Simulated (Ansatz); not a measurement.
**SnO2: moving Sn off its site**

SnO2, R-3m, a = 3.234 Å, c = 14.402 Å (as given, not relaxed at this level: -9.1 GPa, forces to 0.68 eV/Å). This isn't the usual stable structure of the compound. Ansatz: LDA, PAW, 420 eV, Γ-centred 12×12×12 mesh on 3 atoms, Gaussian smearing 0.05 eV; no spin polarisation.

```
Sn O
1.0
     1.61709    0.93363    4.80059
    -1.61709    0.93363    4.80059
     0.00000   -1.86726    4.80059
Sn O
1 2
Direct
  0.50000 0.50000 0.50000
  0.23717 0.23717 0.23717
  0.76283 0.76283 0.76283
```

Atom 1 (Sn) moves by x along the unit vector (1.000, 0.000, 0.000), with its periodic images; all else is held. y is the free energy of the cell over the start, F the force along the path summed over the moved atoms. Symmetry makes y even in x.

```
 x (Å) y (meV) F (eV/Å)
-0.200        ?         ?
-0.100     59.6      1.21
 0.000      0.0      0.00
 0.025      3.7     -0.29
 0.050     14.8     -0.59
 0.075     33.3     -0.90
 0.125     93.8     -1.53
 0.150    136.4     -1.87
 0.175    187.6     -2.23
```

Question: Fit y = c2 x² + c4 x⁴ to the energies of the other rows, give the force constant, and predict energy and force of the missing row.

Answer: Least squares on the rows shown. y = 5879.3 x² + 8058.7 x⁴. The force constant is 2 c2 = 11.8 eV/Å², for the cell as given, at -9.1 GPa (for all images moving together, not for a lone atom). The force −dy/dx at the missing row is 2.61 eV/Å (computed 2.61). At x = -0.200 the fit asked for gives 248.1 meV. The run gave 248.0 meV, so the fit is 0.1 meV too high, a small miss on the scale of the series.